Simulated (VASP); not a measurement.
Input of a VASP 6.6.1 run:

The input INCAR:

```
PREC     = Accurate       # precision mode
ENCUT    = 520            # plane-wave cutoff, eV
EDIFF    = 1E-7           # SCF threshold, eV
ISMEAR   = 0              # smearing method
SIGMA    = 0.1            # smearing width, eV
LREAL    = F              # projectors in reciprocal space
LASPH    = T              # aspherical terms in the spheres
NELM     = 100            # most SCF steps
ALGO     = Fast           # electronic algorithm
ISIF     = 2              # what is computed and relaxed
LWAVE    = F              # write WAVECAR
LCHARG   = F              # write CHGCAR
GGA      = PS             # functional
NBANDS   = 21             # bands
```

File KPOINTS:

```
Automatic mesh
0
Gamma
  18 18 18
```

POSCAR

```
Ge
1.0
   -2.4860515468      2.4860515468      1.3649456319
    2.4860515468     -2.4860515468      1.3649456319
    2.4860515468      2.4860515468     -1.3649456319
Ge
2
Direct
    0.0000000000      0.0000000000      0.0000000000
    0.7500000000      0.2500000000      0.5000000000
```

Potentials or basis: VASP PAW PBE potentials, release 64 (Ge_d).

The run is started by

```bash
$ cat potpaw_PBE.64/Ge_d/POTCAR > POTCAR
$ mpirun -np 1 vasp_std > vasp.out
```

(1) What does it give for the band gap on the k mesh?

(2) Estimate the pressure.

Results:

(1) none (metal or under the smearing width).

(2) 8.2 GPa.

Caveat: the PAW data sets were made with another functional, which shifts forces and pressure a little.
